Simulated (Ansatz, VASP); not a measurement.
NbH5: VASP beside Ansatz

```xyz
6
Lattice="0.0000 2.4882 2.4882 2.4882 0.0000 2.4882 2.4882 2.4882 0.0000" Properties=species:S:1:pos:R:3 pbc="T T T"
Nb    0.0000    0.0000    0.0000
H     1.2441    1.2441    1.2441
H     3.1135    1.8628    1.8628
H     3.1135    3.1135    3.1135
H     1.8628    1.8628    3.1135
H     1.8628    3.1135    1.8628
```

Change from the starting cell: species swapped into the TmCu5 type (F-43m, No. 216).

Alike in both runs: functional PBE; k mesh 6 × 6 × 6; occupations gaussian, width 0.1 eV; no spin polarisation.

Ansatz relaxed the structure, and its values are those at the end. VASP's run is a single point on that final structure, the one shown.

|  | VASP | Ansatz |
| --- | --- | --- |
| version | VASP 6.6.1 | Ansatz 0.2.0 |
| potentials or method | VASP PAW PBE potentials, release 64 (Nb_sv, H) | scalar-relativistic, plane waves, PAW |
| plane-wave cutoff (eV) | 520 | 420 |
| valence electrons in the cell | 18 | 18 |

Ansatz gave:

* gap on the k mesh at the Fermi level (eV): none
* pressure (GPa): -0.2

Q: Estimate VASP's values.

A: gap on the k mesh at the Fermi level (eV): none; pressure (GPa): -0.7.

A gap of «none» marks a metal or a gap that the smearing closes. The functional is the same, so the differences come from potentials, cutoffs and numerics.

Caveats: the k mesh is coarse (spacing up to 0.36 Å⁻¹), so the values aren't converged.
